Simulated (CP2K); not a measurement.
Crystal: PbS (Galena).

```
Pb S
1.0
     4.19420    0.00000    0.00000
     2.09710    3.63229    0.00000
     2.09710    1.21076    3.42455
Pb S
1 1
Cartesian
  0.0000 0.0000 0.0000
  4.1942 2.4215 1.7123
```

Base run:

```yaml
Program: CP2K 2026.2
Functional: LDA
Potentials_or_basis: POTENTIAL_UZH Pb GTH-PBE-q4, S GTH-PBE-q6; TZVP-MOLOPT-PBE-GTH basis
Density_cutoff: 9184 eV
k_mesh: 8 × 8 × 8
Occupations: fermi-dirac, width 0.05 eV
Spin: no spin polarisation
```

Its results: band gap on the k mesh 0.09 eV, direct; pressure 1.3 GPa.

Question: After a change of settings the same cell gave: band gap on the k mesh 1.03 eV, direct; pressure 0.4 GPa. Which change was it?
A. functional from LDA to HLE17
B. functional from LDA to optB88-vdW
C. functional from LDA to AM05
D. functional from LDA to PBEsol

Answer: A.

Caveats: the potentials were made for another functional, which shifts forces and pressure; spin-orbit coupling is left out, which as a rule narrows the gap of such compounds by several tenths of an eV; the basis of atomic orbitals isn't converged, which shifts pressures, moduli and gaps; the potentials were made for a functional far from this one (some runs).

Runs at the PBE level aren't shown here.
